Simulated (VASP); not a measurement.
# Ni in VASP: work function with PBE+D3(BJ)

Aim: the work function of Ni with PBE+D3(BJ).

Program: VASP 6.6.1. These are calculated values, not measurements. Logs are shortened: lines on timing, memory, paths and dates and some standing lists are left out, and cuts for length are marked.

**1. The slab as given**

The cell holds a slab with vacuum, 9 atoms: a = 4.258 Å, b = 4.258 Å, c = 22.565 Å, α = 90.00°, β = 90.00°, γ = 120.00°.

The cell was built by a generator and needn't be a form met in nature.

**2. Work function, PBE+D3(BJ), collinear spin, ferromagnetic start**

File INCAR:

```
SYSTEM = Ni
PREC = Accurate ; ENCUT = 520
EDIFF = 1E-6 ; ISMEAR = 1
SIGMA = 0.1 ; LREAL = .FALSE.
LASPH = .TRUE. ; NELM = 100
ALGO = Normal ; ISIF = 2
LWAVE = .FALSE. ; LCHARG = .TRUE.
ISPIN = 2 ; MAGMOM = 0.7 0.7 0.7 0.7 0.7 0.7 0.7 0.7 0.7
LORBIT = 11 ; LMAXMIX = 4
LDIPOL = .TRUE. ; IDIPOL = 3
DIPOL = 0.5 0.5 0.500 ; GGA = PE
IVDW = 12 ; LELF = .TRUE.
LVHAR = .TRUE. ; LVACPOTAV = .TRUE.
```

File KPOINTS:

```
regular mesh
0
G
  9 9 1
  0 0 0
```

File POSCAR:

```
Ni                                      
1.0
    3.6878305700      2.1291700200      0.0000000000
   -3.6878305700      2.1291700200      0.0000000000
    0.0000000000      0.0000000000     22.5647905100
  Ni            
     9
Selective dynamics
Direct
     0.0000000000000000    0.0000000000000000    0.4110385999999977   F   F   F
     0.3333330000000032    0.6666669999999968    0.4110385999999977   F   F   F
     0.6666669999999968    0.3333330000000032    0.4110385999999977   F   F   F
     0.3333330000000032    1.0000000000000000    0.4999999618347858   T   T   T
     0.6666669999999968    0.6666669999999968    0.4999999618347858   T   T   T
     0.0000000000000000    0.3333330000000032    0.4999999618347858   T   T   T
     0.6666669999999968    0.0000000000000000    0.5889067238316473   T   T   T
     1.0000000000000000    0.6666669999999968    0.5889067238316473   T   T   T
     0.3333330000000032    0.3333330000000032    0.5889067238316473   T   T   T
```

Potentials or basis: VASP PAW PBE potentials, release 64 (Ni).

Started as:

```sh
> cat potpaw_PBE.64/Ni/POTCAR > POTCAR
> mpirun -np 1 vasp_std > vasp.out
```

OUTCAR:

```text
SYSTEM = Ni
   PREC = Accurate
   ENCUT = 520
   EDIFF = 1E-6
   ISMEAR = 1
   LREAL = .FALSE.
   LASPH = .TRUE.
   NELM = 100
   ISIF = 2
   ISPIN = 2
   LORBIT = 11
   GGA = PE
   IVDW = 12
 IVDW          = 12

 ion  position               nearest neighbor table
   1  0.000  0.000  0.411-   4 2.46   6 2.46   5 2.46   3 2.46   2 2.46   2 2.46   3 2.46   3 2.46
                             2 2.46
   2  0.333  0.667  0.411-   4 2.46   6 2.46   5 2.46   1 2.46   3 2.46   3 2.46   1 2.46   1 2.46
                             3 2.46
   3  0.667  0.333  0.411-   6 2.46   4 2.46   5 2.46   1 2.46   2 2.46   2 2.46   1 2.46   1 2.46
                             2 2.46
   4  0.333  0.000  0.500-   9 2.46   8 2.46   7 2.46   2 2.46   1 2.46   3 2.46   6 2.46   5 2.46
                             5 2.46   6 2.46   6 2.46   5 2.46
   5  0.667  0.667  0.500-   7 2.46   8 2.46   9 2.46   1 2.46   3 2.46   2 2.46   4 2.46   6 2.46
                             6 2.46   4 2.46   4 2.46   6 2.46
   6  0.000  0.333  0.500-   9 2.46   7 2.46   8 2.46   3 2.46   1 2.46   2 2.46   4 2.46   5 2.46
                             5 2.46   4 2.46   4 2.46   5 2.46
   7  0.667  0.000  0.589-   5 2.46   6 2.46   4 2.46   8 2.46   9 2.46   9 2.46   8 2.46   8 2.46
                             9 2.46
   8  0.000  0.667  0.589-   5 2.46   4 2.46   6 2.46   7 2.46   9 2.46   9 2.46   7 2.46   7 2.46
                             9 2.46
   9  0.333  0.333  0.589-   4 2.46   6 2.46   5 2.46   8 2.46   7 2.46   7 2.46   8 2.46   7 2.46
[... 8 lines left out ...]
 A1 = (   3.6878305700,   2.1291700200,   0.0000000000)
 A2 = (  -3.6878305700,   2.1291700200,   0.0000000000)
 A3 = (   0.0000000000,   0.0000000000,  22.5647905100)

Analysis of symmetry for initial positions (statically):
=====================================================================
 Subroutine PRICEL returns following result:

  LATTYP: Found a hexagonal cell.
 ALAT       =     2.4585512961
 C/A-ratio  =     9.1780840798
[... 12 lines left out ...]
 Subroutine GETGRP returns: Found  6 space group operations
 (whereof  6 operations were pure point group operations)
 out of a pool of 24 trial point group operations.

The static configuration has the point symmetry C_3v.

Analysis of symmetry for dynamics (positions and initial velocities):
=====================================================================
 Subroutine PRICEL returns following result:

  LATTYP: Found a hexagonal cell.
 ALAT       =     2.4585512961
 C/A-ratio  =     9.1780840798
[... 12 lines left out ...]
 Subroutine GETGRP returns: Found  6 space group operations
 (whereof  6 operations were pure point group operations)
 out of a pool of 24 trial point group operations.

The dynamic configuration has the point symmetry C_3v.

Analysis of constrained symmetry for selective dynamics:
=====================================================================
 Subroutine PRICEL returns following result:

  LATTYP: Found a hexagonal cell.
 ALAT       =     2.4585512961
 C/A-ratio  =     9.1780840798
[... 12 lines left out ...]
 Subroutine GETGRP returns: Found  6 space group operations
 (whereof  6 operations were pure point group operations)
 out of a pool of 24 trial point group operations.

The constrained configuration has the point symmetry C_3v.

Analysis of structural, dynamic, and magnetic symmetry:
=====================================================================
 Subroutine PRICEL returns following result:

  LATTYP: Found a hexagonal cell.
 ALAT       =     2.4585512961
 C/A-ratio  =     9.1780840798
[... 12 lines left out ...]
 Subroutine GETGRP returns: Found  6 space group operations
 (whereof  6 operations were pure point group operations)
 out of a pool of 24 trial point group operations.

The overall configuration has the point symmetry C_3v.

 Subroutine INISYM returns: Found  6 space group operations
 (whereof  6 operations are pure point group operations),
 and found     3 'primitive' translations

----------------------------------------------------------------------------------------

                                     Primitive cell

  volume of cell :     118.1193

  direct lattice vectors                    reciprocal lattice vectors
    -1.229271940 -2.129170020  0.000000000     0.000000000 -0.469666579  0.000000000
     2.458551255  0.000000000  0.000000000     0.406743605 -0.234832585  0.000000000
     0.000000000  0.000000000 22.564790510     0.000000000  0.000000000  0.044316831

  length of vectors
     2.458551296  2.458551255 22.564790510     0.469666579  0.469666587  0.044316831

  position of ions in fractional coordinates (direct lattice)
     0.000000000  0.000000000  0.411038600
     0.666667000  0.333334000  0.499999962
     0.333333000  0.666669000  0.588906724

  ion indices of the primitive-cell ions
   primitive index   ion index
                 1           1
[... 36 lines left out ...]
  0.111111  0.111111  0.000000      6.000000
  0.222222  0.111111  0.000000     12.000000
  0.333333  0.111111  0.000000     12.000000
  0.444444  0.111111  0.000000      6.000000
  0.222222  0.222222  0.000000      6.000000
  0.333333  0.222222  0.000000     12.000000
  0.333333  0.333333  0.000000      2.000000
   k-points           NKPTS =     12   k-points in BZ     NKDIM =     12   number of bands    NBANDS=     57
   number of dos      NEDOS =    301   number of ions     NIONS =      9
   total plane-waves  NPLWV = 172032
   dimension x,y,z NGX =    32 NGY =   32 NGZ =  168
   dimension x,y,z NGXF=    64 NGYF=   64 NGZF=  336
   ions per type =               9
   NGX,Y,Z   is equivalent  to a cutoff of  12.49, 12.49, 12.38 a.u.
   NGXF,Y,Z  is equivalent  to a cutoff of  24.99, 24.99, 24.75 a.u.
 SYSTEM =  Ni
   PREC   = accura    normal or accurate (medium, high low for compatibility)
   ISTART =      0    job   : 0-new  1-cont  2-samecut
   ICHARG =      2    charge: 1-file 2-atom 10-const
   ISPIN  =      2    spin polarized calculation?
   LNONCOLLINEAR =      F non collinear calculations
   LSORBIT =      F    spin-orbit coupling
   LASPH  =      T    aspherical Exc in radial PAW
   ENCUT  =  520.0 eV  38.22 Ry    6.18 a.u.   7.92  7.92 41.96*2*pi/ulx,y,z
   NELM   =    100;   NELMIN=  2; NELMDL= -5     # of ELM steps
   EDIFF  = 0.1E-05   stopping-criterion for ELM
   LREAL  =      F    real-space projection
   EDIFFG = 0.1E-04   stopping-criterion for IOM
   NSW    =      0    number of steps for IOM
   IBRION =     -1    ionic relax: 0-MD 1-quasi-New 2-CG
   NFREE  =      0    steps in history (QN), initial steepest desc. (CG)
   ISIF   =      2    stress and relaxation
   ISYM   =      2    0-nonsym 1-usesym 2-fastsym
   POTIM  = 0.5000    time-step for ionic-motion
   TEBEG  =    0.0;   TEEND  =   0.0 temperature during run
   PSTRESS=    0.0 pullay stress
   NELECT =      90.0000    total number of electrons
   NUPDOWN=      -1.0000    fix difference up-down
   EMIN   =  10.00;   EMAX   =-10.00  energy-range for DOS
   EFERMI =   0.00;   METHOD = LEGACY
   ISMEAR =     1;   SIGMA  =   0.10  broadening in eV -4-tet -1-fermi 0-gaus
   EFERMI_NEDOS =   21; number of points for ismear=-14 and -15
   IALGO  =     38    algorithm
   IMIX   =      4    mixing-type and parameters
     AMIX     =   0.40;   BMIX     =  1.00
     AMIX_MAG =   1.60;   BMIX_MAG =  1.00
  volume/ion in A,a.u.               =      39.37       265.70
  Fermi-wavevector in a.u.,A,eV,Ry     =   1.036752  1.959177 14.624281  1.074854
  Thomas-Fermi vector in A             =   2.171157
   LORBIT       =     11    0 simple, 1 ext, 2 COOP (PROOUT), +10 PAW based schemes
   GGA     = PE    functional components
   LHFCALC =     F    Hartree Fock is set to
   AEXX    =    0.0000 exact exchange contribution
   IVDW    =    12    specifies the selected vdW correction
   LEPSILON=     F    determine dielectric tensor
   LRPA    =     F    only Hartree local field effects (RPA)
 spin polarized calculation
 Methfessel and Paxton  Order N= 1 SIGMA  =   0.10
  energy-cutoff  :      520.00
  volume of cell :      354.36
 maximum number of plane-waves:      9594
 NGX is ok and might be reduce to    32
   NGX = 15   NGY = 15   NGZ = 83

 dipolmoment           0.000000      0.000000     -0.003533 electrons x Angstroem

 number of electron      89.9999979 magnetization       6.3987395

 dipolmoment           0.000000      0.000000      0.000027 electrons x Angstroem

 Free energy of the ion-electron system (eV)
  ---------------------------------------------------
  ext. energy  EPLUGINS =         0.00000000
  ---------------------------------------------------
  free energy    TOTEN  =       -45.44634177 eV

  energy without entropy =      -45.45261482  energy(sigma->0) =      -45.44843279

 E-fermi :  -1.0014     XC(G=0):  -4.4273

 val. band max:       -1.0097380581   @ k =   0.1111  -0.0000   0.0000
 cond. band min:      -0.9975068781   @ k =   0.0000   0.0000   0.0000
 fundamental gap:      0.0122311800
 Fermi energy:        -1.0013823799

 spin component 1

 k-point     1 :       0.0000    0.0000    0.0000
  band No.  band energies     occupation
      1      -9.4759      1.00000
      2      -7.4220      1.00000
      3      -6.0967      1.00000
      4      -4.6711      1.00000
      5      -4.6711      1.00000
      6      -4.6257      1.00000
[... 709 lines left out ...]
     56       4.4641      0.00000
     57       4.4641      0.00000
 Fermi energy:        -1.0013823799

 spin component 2

 k-point     1 :       0.0000    0.0000    0.0000
  band No.  band energies     occupation
      1      -9.5013      1.00000
      2      -7.3922      1.00000
      3      -5.7604      1.00000
      4      -4.1856      1.00000
      5      -4.1855      1.00000
      6      -4.1827      1.00000
[... 709 lines left out ...]
     56       4.6425      0.00000
     57       4.6425      0.00000

------------------------ aborting loop because EDIFF is reached ----------------------------------------

 Edisp (eV)   -2.79837

 E8    (eV) :    -1.2726

  FORCE on cell =-STRESS in cart. coord.  units (eV):
  Direction    XX          YY          ZZ          XY          YZ          ZX
  --------------------------------------------------------------------------------------
  -------------------------------------------------------------------------------------
  Total      -3.09329    -3.09329    -0.27155     0.00000     0.00000     0.00000
  in kB     -13.98586   -13.98586    -1.22775     0.00000     0.00000     0.00000
  external pressure =       -9.73 kB  Pullay stress =        0.00 kB

 VOLUME and BASIS-vectors are now :
 -----------------------------------------------------------------------------
  energy-cutoff  :      520.00
  volume of cell :      354.36
      direct lattice vectors                 reciprocal lattice vectors
     3.687830570  2.129170020  0.000000000     0.135581066  0.234833290  0.000000000
    -3.687830570  2.129170020  0.000000000    -0.135581066  0.234833290  0.000000000
     0.000000000  0.000000000 22.564790510     0.000000000  0.000000000  0.044316831

 POSITION                                       TOTAL-FORCE (eV/Angst)
 -----------------------------------------------------------------------------------
      0.00000      0.00000      9.27500        -0.000000     -0.000000      0.025029
     -1.22928      2.12917      9.27500         0.000000      0.000000      0.025029
      1.22928      2.12917      9.27500         0.000000     -0.000000      0.025029
      1.22928      0.70972     11.28239        -0.000000      0.000000     -0.006400
      0.00000      2.83889     11.28239        -0.000000     -0.000000     -0.006400
     -1.22928      0.70972     11.28239        -0.000000      0.000000     -0.006400
      2.45855      1.41945     13.28856        -0.000000      0.000000     -0.018629
     -2.45855      1.41945     13.28856        -0.000000     -0.000000     -0.018629
      0.00000      1.41945     13.28856        -0.000000     -0.000000     -0.018629
 -----------------------------------------------------------------------------------
    total drift:                                0.000000     -0.000000     -0.000016

  FREE ENERGIE OF THE ION-ELECTRON SYSTEM (eV)
  ---------------------------------------------------
  free  energy   TOTEN  =       -48.2447121804 eV

  energy  without entropy=      -48.2509852234  energy(sigma->0) =      -48.24680319

 vacuum level on the upper side and lower side of the slab         4.059         4.059

 total charge

# of ion       s       p       d       tot
------------------------------------------
    1        0.504   0.405   8.311   9.220
    2        0.504   0.405   8.311   9.220
    3        0.504   0.405   8.311   9.220
    4        0.505   0.523   8.329   9.357
    5        0.505   0.523   8.329   9.357
    6        0.505   0.523   8.329   9.357
    7        0.505   0.405   8.311   9.221
    8        0.505   0.405   8.311   9.221
    9        0.505   0.405   8.311   9.221
--------------------------------------------------
tot          4.542   4.000  74.850  83.392

 magnetization (x)

# of ion       s       p       d       tot
------------------------------------------
    1       -0.001  -0.020   0.736   0.714
    2       -0.001  -0.020   0.736   0.714
    3       -0.001  -0.020   0.736   0.714
    4       -0.007  -0.027   0.764   0.730
    5       -0.007  -0.027   0.764   0.730
    6       -0.007  -0.027   0.764   0.730
    7       -0.002  -0.020   0.736   0.714
    8       -0.002  -0.020   0.736   0.714
    9       -0.002  -0.020   0.736   0.714
--------------------------------------------------
tot         -0.031  -0.202   6.706   6.473
```

It took 17 min on 1 thread of Intel Xeon Platinum 8375C at 2.90GHz (Ice Lake), shared host; peak memory 0.75 GiB.

What came out:

```
Free energy                                           : -48.2447 eV
Largest force                                         : 0.025 eV/Å
Band gap on the k mesh                                : none (metal or under the smearing width)
Net moment                                            : 6.40 μB per cell
Site moments                                          : Ni +0.71, +0.73 μB
Valence electrons inside the program's atomic spheres : Ni 9.22, 9.36
Dispersion energy per atom                            : -0.311 eV
Work function of the upper face                       : 5.06 eV
Work function of the lower face                       : 5.06 eV
```

Forces on the atoms (eV/Å):
```
Ni   0.000  0.000  0.025
Ni   0.000  0.000  0.025
Ni   0.000  0.000  0.025
Ni   0.000  0.000 -0.006
Ni   0.000  0.000 -0.006
Ni   0.000  0.000 -0.006
Ni   0.000  0.000 -0.019
Ni   0.000  0.000 -0.019
Ni   0.000  0.000 -0.019
```
